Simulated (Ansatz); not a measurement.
# Si2W: pulling the crystal apart

Aim: for Si2W, open the crystal across a (0 1 1) plane.

Program: Ansatz 0.2.0. Level of theory: DFT PBE, scalar-relativistic, plane waves, PAW. These are calculated values, not measurements.

2 further runs of the same task are left out: 2 set aside as unsound or not needed. Runs told in other sessions of the task aren't counted.

### Step 1. Starting point

The structure is tetragonal, space group I4/mmm (No. 139). The conventional cell has a = 3.229 Å, b = 3.229 Å, c = 7.867 Å, α = 90.00°, β = 90.00°, γ = 90.00°. Around Si (site symmetry 4mm) lie 5 Si at 2.60 to 2.64 Å and 5 W at 2.63 Å. W (site symmetry 4/mmm) is surrounded by 10 Si at 2.63 Å.

Coordinates:

```
CELL_PARAMETERS angstrom
-1.61450 1.61450 -3.93341
-3.22900 0.00000 0.00000
-1.61450 11.30148 3.93341
ATOMIC_POSITIONS crystal
Si 0.41449 0.25093 0.08364
Si 0.66449 0.00093 0.33364
Si 0.91449 0.75093 0.58364
Si 0.16449 0.50093 0.83364
Si 0.83551 0.49907 0.16636
Si 0.08551 0.24907 0.41636
Si 0.33551 0.99907 0.66636
Si 0.58551 0.74907 0.91636
W 0.25000 0.75000 0.25000
W 0.50000 0.50000 0.50000
W 0.75000 0.25000 0.75000
W 0.00000 0.00000 0.00000
```

It is built from the cell relaxed beforehand with the same method (13.67 Å³/atom).

### Step 2. Zero of energy

The cell is repeated 4 times, 12 atoms in all. The reference gives a free energy of -46629.8493 eV, pressure 0.04 GPa, largest force 0.006 eV/Å and gap on the mesh none (metal). It was computed beforehand with the settings of the runs below.

### Step 3. The scan: pulling the crystal apart

The cut lies on the cell's a–b face, a (0 1 1) plane of area 13.73 Å², between layers 1.00 Å apart (Si below, W above); the cell is 11.9 Å thick. Vector c is lengthened by d along the normal with the atoms' Cartesian places fixed: one unrelaxed cut per cell.

### Step 4. Point d = 1.00 Å

The input, input.yaml:

```yaml
crystal:
  lattice:
    - [-1.6144976581, 1.6144976581, -3.9334139086]
    - [-3.2289953163, 0.0, 0.0]
    - [-1.6144976581, 12.2265870175, 4.3131291699]
  atoms:
    - { symbol: Si, position: [0.4248707113, 0.2795473617, 0.8078345654] }
    - { symbol: Si, position: [0.6659815715, 0.0050313127, 0.1157558031] }
    - { symbol: Si, position: [0.9189446181, 0.763203329, 0.3464487239] }
    - { symbol: Si, position: [0.1719076647, 0.5213753453, 0.5771416446] }
    - { symbol: Si, position: [0.8468614576, 0.5303894749, 0.8841595926] }
    - { symbol: Si, position: [0.0879723178, 0.2558734259, 0.1920808304] }
    - { symbol: Si, position: [0.3409353644, 1.0140454422, 0.4227737511] }
    - { symbol: Si, position: [0.593898411, 0.7722174586, 0.6534666719] }
    - { symbol: W, position: [0.2504954214, 0.7513663611, 0.0385718564] }
    - { symbol: W, position: [0.503458468, 0.5095383775, 0.2692647771] }
    - { symbol: W, position: [0.7564215146, 0.2677103938, 0.4999576979] }
    - { symbol: W, position: [0.0093845611, 0.0258824101, 0.7306506186] }
basis:
  ecutwfc: 420
kpoints:
  mp_grid: { grid: [11, 15, 4] }
hamiltonian:
  xc: pbe
scf:
  occupations: { method: gaussian, width: 0.15 }
output:
  forces: true
  stress: true
  eigenvalues: true
```

The run is started by

```sh
$ ansatz run input.yaml --threads 2 --pin off --max-ram 5120MiB --backend cpu --events-out ev --progress --plain --runs-dir out
```

### Step 5. d = 3.00 Å

The input, input.yaml:

```yaml
crystal:
  lattice:
    - [-1.6144976581, 1.6144976581, -3.9334139086]
    - [-3.2289953163, 0.0, 0.0]
    - [-1.6144976581, 14.0767938388, 5.0725596924]
  atoms:
    - { symbol: Si, position: [0.4414579187, 0.3252945093, 0.6997530627] }
    - { symbol: Si, position: [0.6683583769, 0.0115864888, 0.1002686456] }
    - { symbol: Si, position: [0.9260582241, 0.7828224956, 0.3000967846] }
    - { symbol: Si, position: [0.1837580714, 0.5540585025, 0.4999249237] }
    - { symbol: Si, position: [0.8650158411, 0.5804588593, 0.7658664402] }
    - { symbol: Si, position: [0.0919162993, 0.2667508388, 0.1663820231] }
    - { symbol: Si, position: [0.3496161466, 1.0379868456, 0.3662101622] }
    - { symbol: Si, position: [0.6073159938, 0.8092228525, 0.5660383012] }
    - { symbol: W, position: [0.2512874145, 0.7535506603, 0.0334112648] }
    - { symbol: W, position: [0.5089872617, 0.5247866672, 0.2332394039] }
    - { symbol: W, position: [0.766687109, 0.2960226741, 0.4330675429] }
    - { symbol: W, position: [0.0243869562, 0.0672586809, 0.6328956819] }
basis:
  ecutwfc: 420
kpoints:
  mp_grid: { grid: [11, 15, 4] }
hamiltonian:
  xc: pbe
scf:
  occupations: { method: gaussian, width: 0.15 }
output:
  forces: true
  stress: true
  eigenvalues: true
```

### Step 6. At d = 0.50 Å

The input, input.yaml:

```yaml
crystal:
  lattice:
    - [-1.6144976581, 1.6144976581, -3.9334139086]
    - [-3.2289953163, 0.0, 0.0]
    - [-1.6144976581, 11.7640353122, 4.1232715392]
  atoms:
    - { symbol: Si, position: [0.4198911259, 0.2658137763, 0.8402813215] }
    - { symbol: Si, position: [0.6652680394, 0.003063407, 0.1204051465] }
    - { symbol: Si, position: [0.9168090682, 0.7573135301, 0.3603638715] }
    - { symbol: Si, position: [0.1683500971, 0.5115636532, 0.6003225965] }
    - { symbol: Si, position: [0.8414113959, 0.5153583265, 0.9196719511] }
    - { symbol: Si, position: [0.0867883094, 0.2526079572, 0.1997957761] }
    - { symbol: Si, position: [0.3383293383, 1.0068580803, 0.4397545011] }
    - { symbol: Si, position: [0.5898703671, 0.7611082034, 0.6797132261] }
    - { symbol: W, position: [0.25025766, 0.7507106206, 0.0401210988] }
    - { symbol: W, position: [0.5017986888, 0.5049607437, 0.2800798238] }
    - { symbol: W, position: [0.7533397177, 0.2592108668, 0.5200385488] }
    - { symbol: W, position: [0.0048807465, 0.0134609899, 0.7599972738] }
basis:
  ecutwfc: 420
kpoints:
  mp_grid: { grid: [11, 15, 4] }
hamiltonian:
  xc: pbe
scf:
  occupations: { method: gaussian, width: 0.15 }
output:
  forces: true
  stress: true
  eigenvalues: true
```

(Steps that only read results are left out.)

Before running it: what results should come out? Wanted: largest traction sampled.

As calculated:

```
                quantity                   value
    energy at d = 3.00 Å               6.51 J/m²
largest traction sampled  43.2 GPa at d = 0.50 Å
```

In words: At the widest gap sampled, 3.00 Å, the traction is still 5.0 GPa, so 6.51 J/m² is not yet the full work of separation. The traction peaks at 43.2 GPa near 0.50 Å, an estimate of the ideal strength of rigid blocks on this coarse sampling. The runs treat W without spin-orbit coupling.
